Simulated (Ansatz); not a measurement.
# Eigenvalues along a path: Ta (fcc type)

```
Ta
1.0
     0.00000    1.55635    1.55635
     1.55635    0.00000    1.55635
     1.55635    1.55635    0.00000
Ta
1
Cartesian
  0.0000 0.0000 0.0000
```

The cell comes from a relaxation on PAW files under the same functional, begun from a prototype that needn't be the stable phase.

Computed with Ansatz 0.2.0; functional PBE, scalar-relativistic. Settings: a Γ-centred 16×16×16 k mesh, Fermi–Dirac smearing of 0.1 eV, no spin polarisation. Methods: LAPW: all electrons, basis error target 1 meV/atom.

This run: volume at 0.4 of the series' base cell.

Spin–orbit coupling is left out, which matters for the heavy atoms.

Path points, in fractions of the reciprocal vectors: Γ (0.000, 0.000, 0.000), X (0.500, 0.000, 0.500), U (0.625, 0.250, 0.625), K (0.375, 0.375, 0.750), L (0.500, 0.500, 0.500), W (0.500, 0.250, 0.750). The distance column jumps between branches of the path. Levels in eV from the Fermi level; bands 14 to 25, counted from the lowest band of the run. The gap is zero, the pressure 916.8 GPa.

```
# k(1/Å) point b14 b15 b16 b17 b18 b19 b20 b21 b22 b23 b24 b25
0.000 Γ -20.07 -19.53 -19.53 -19.53 -18.81 -18.81 -18.81 -8.21 -2.28 -2.28 -2.28 6.83
0.252 - -20.04 -19.54 -19.51 -19.51 -18.84 -18.84 -18.84 -7.45 -2.97 -1.76 -1.76 5.64
0.505 - -19.97 -19.57 -19.47 -19.47 -18.93 -18.91 -18.91 -5.66 -4.59 -0.26 -0.26 3.15
0.757 - -19.85 -19.58 -19.39 -19.39 -19.05 -18.99 -18.99 -6.51 -4.92 2.01 2.01 2.21
1.009 - -19.69 -19.56 -19.31 -19.31 -19.19 -19.05 -19.05 -8.36 -6.92 4.81 4.86 4.86
1.262 - -19.49 -19.49 -19.33 -19.23 -19.23 -19.10 -19.10 -9.96 -9.50 8.11 8.11 8.75
1.514 - -19.44 -19.36 -19.28 -19.16 -19.16 -19.13 -19.13 -11.65 -11.20 11.62 11.62 12.74
1.766 - -19.51 -19.21 -19.14 -19.14 -19.11 -19.11 -19.11 -13.08 -12.00 14.40 15.12 15.12
2.019 X -19.54 -19.15 -19.15 -19.13 -19.10 -19.10 -19.04 -13.58 -12.28 14.86 17.19 17.19
2.108 - -19.54 -19.16 -19.14 -19.13 -19.10 -19.10 -19.04 -13.50 -12.17 14.57 15.58 17.10
2.197 - -19.54 -19.21 -19.14 -19.14 -19.12 -19.09 -19.04 -13.28 -11.81 13.82 14.01 16.82
2.286 - -19.53 -19.28 -19.15 -19.14 -19.14 -19.09 -19.04 -13.00 -11.18 12.48 12.81 16.37
2.375 - -19.53 -19.35 -19.19 -19.14 -19.14 -19.08 -19.04 -12.69 -10.28 10.99 11.66 15.78
2.465 - -19.53 -19.41 -19.23 -19.15 -19.14 -19.06 -19.03 -12.36 -9.18 9.54 10.48 15.08
2.554 - -19.52 -19.47 -19.27 -19.17 -19.14 -19.05 -19.03 -11.98 -7.93 8.15 9.30 14.28
2.643 - -19.52 -19.52 -19.32 -19.18 -19.14 -19.03 -19.02 -11.57 -6.58 6.81 8.16 13.41
2.732 U -19.56 -19.51 -19.36 -19.20 -19.13 -19.02 -19.02 -11.11 -5.19 5.53 7.07 12.50
3.968 K -19.56 -19.51 -19.36 -19.20 -19.13 -19.02 -19.02 -11.11 -5.19 5.53 7.07 12.50
4.236 - -19.64 -19.47 -19.45 -19.28 -19.13 -19.01 -18.97 -9.49 -1.40 2.09 4.25 9.65
4.504 - -19.69 -19.47 -19.41 -19.39 -19.15 -19.04 -18.93 -7.57 -0.67 0.48 2.25 6.85
4.771 - -19.70 -19.51 -19.43 -19.31 -19.18 -19.11 -18.91 -5.50 -2.66 0.24 1.24 4.27
5.039 - -19.68 -19.66 -19.32 -19.26 -19.23 -19.20 -18.89 -3.91 -3.80 -0.52 1.26 2.03
5.306 - -19.82 -19.63 -19.36 -19.35 -19.17 -19.06 -18.86 -4.21 -4.06 -0.14 0.20 2.27
5.574 - -19.95 -19.59 -19.45 -19.45 -19.01 -18.94 -18.84 -5.72 -3.58 -1.16 -0.35 4.01
5.842 - -20.04 -19.55 -19.51 -19.51 -18.87 -18.84 -18.82 -7.40 -2.74 -2.00 -1.69 5.91
6.109 Γ -20.07 -19.53 -19.53 -19.53 -18.81 -18.81 -18.81 -8.21 -2.28 -2.28 -2.28 6.83
6.328 - -20.05 -19.54 -19.52 -19.52 -18.84 -18.84 -18.81 -7.66 -2.51 -2.03 -2.03 6.46
6.546 - -19.99 -19.57 -19.48 -19.48 -18.93 -18.93 -18.81 -6.68 -2.52 -1.43 -1.43 5.72
6.765 - -19.92 -19.58 -19.43 -19.43 -19.03 -19.03 -18.80 -6.78 -0.95 -0.95 -0.91 5.46
6.983 - -19.87 -19.53 -19.38 -19.38 -19.11 -19.11 -18.80 -7.66 -1.15 -1.15 1.88 6.43
7.202 - -19.88 -19.41 -19.39 -19.39 -19.10 -19.10 -18.79 -8.61 -1.84 -1.84 4.83 8.49
7.420 - -19.91 -19.42 -19.42 -19.26 -19.05 -19.05 -18.79 -9.40 -2.57 -2.57 7.12 11.04
7.639 - -19.94 -19.45 -19.45 -19.15 -19.00 -19.00 -18.78 -9.90 -3.07 -3.07 8.14 13.41
7.858 L -19.95 -19.46 -19.46 -19.10 -18.98 -18.98 -18.78 -10.08 -3.25 -3.25 8.35 14.49
8.036 - -19.93 -19.47 -19.46 -19.10 -18.99 -18.98 -18.81 -9.66 -3.64 -2.93 8.34 13.50
8.214 - -19.89 -19.51 -19.45 -19.09 -19.03 -18.98 -18.88 -8.58 -4.56 -1.93 7.32 13.77
8.393 - -19.82 -19.54 -19.44 -19.09 -19.06 -18.99 -18.97 -7.22 -5.60 -0.25 5.30 12.94
8.571 - -19.73 -19.56 -19.43 -19.09 -19.08 -19.08 -19.00 -6.48 -5.85 1.86 3.15 12.13
8.750 - -19.62 -19.57 -19.39 -19.20 -19.11 -19.08 -19.00 -7.10 -4.54 1.19 3.63 12.10
8.928 - -19.56 -19.54 -19.33 -19.30 -19.13 -19.09 -19.02 -7.43 -3.30 -0.40 4.08 13.66
9.106 - -19.53 -19.51 -19.39 -19.24 -19.14 -19.11 -19.03 -7.55 -2.29 -1.46 3.61 16.06
9.285 W -19.49 -19.49 -19.44 -19.17 -19.15 -19.15 -19.04 -7.56 -1.85 -1.85 3.28 17.31
9.411 - -19.51 -19.48 -19.44 -19.16 -19.15 -19.14 -19.04 -7.92 -3.93 0.35 3.77 17.30
9.537 - -19.52 -19.45 -19.42 -19.16 -19.15 -19.14 -19.04 -8.81 -5.86 2.66 5.06 17.29
9.663 - -19.52 -19.41 -19.38 -19.15 -19.15 -19.13 -19.04 -9.94 -7.62 5.04 6.85 17.27
9.789 - -19.53 -19.35 -19.34 -19.14 -19.13 -19.12 -19.04 -11.08 -9.16 7.47 8.87 17.25
9.916 - -19.53 -19.29 -19.28 -19.14 -19.12 -19.11 -19.04 -12.09 -10.45 9.94 10.94 17.23
10.042 - -19.53 -19.22 -19.21 -19.14 -19.11 -19.11 -19.04 -12.89 -11.44 12.41 12.85 17.21
10.168 - -19.54 -19.16 -19.16 -19.13 -19.10 -19.10 -19.04 -13.41 -12.06 14.29 14.84 17.20
10.294 X -19.54 -19.15 -19.15 -19.13 -19.10 -19.10 -19.04 -13.58 -12.28 14.86 17.19 17.19
```
